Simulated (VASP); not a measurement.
A run of VASP 6.6.1:

INCAR

```
SYSTEM = TiCo
PREC = Accurate
ENCUT = 520
EDIFF = 1E-6
ISMEAR = 0
SIGMA = 0.1
LREAL = .FALSE.
LASPH = .TRUE.
NELM = 150
ALGO = Normal
ISIF = 2
LWAVE = .FALSE.
LCHARG = .FALSE.
ISPIN = 2
MAGMOM = 0 0.6
LORBIT = 11
LMAXMIX = 4
GGA = PE
NBANDS = 22
```

Contents of KPOINTS:

```
regular mesh
0
G
  4 4 4
  0 0 0
```

The input POSCAR:

```
TiCo
1.0
    2.9861109900      0.0000000000      0.0000000000
    0.0000000000      2.9861109900      0.0000000000
    0.0000000000      0.0000000000      2.9861109900
Ti Co
1 1
Direct
   -0.0171686977      0.0368855617      0.0479967033
    0.6593640406      0.5015905871      0.4000531289
```

Potentials or basis: VASP PAW PBE potentials, release 64 (Ti_sv, Co).

Command:

```sh
$ cat potpaw_PBE.64/Ti_sv/POTCAR potpaw_PBE.64/Co/POTCAR > POTCAR
$ mpirun -np 1 vasp_std > vasp.out
```

Hardware: 1 thread of AMD EPYC 7R13 Processor (Zen 3), with other jobs on the host.

Problem. How long does it take, and how much memory?

Solution. It took 42 s on 1 thread of AMD EPYC 7R13 Processor (Zen 3), on a shared host, peak memory 0.14 GiB. Counts: scf iterations 16, k points 36.
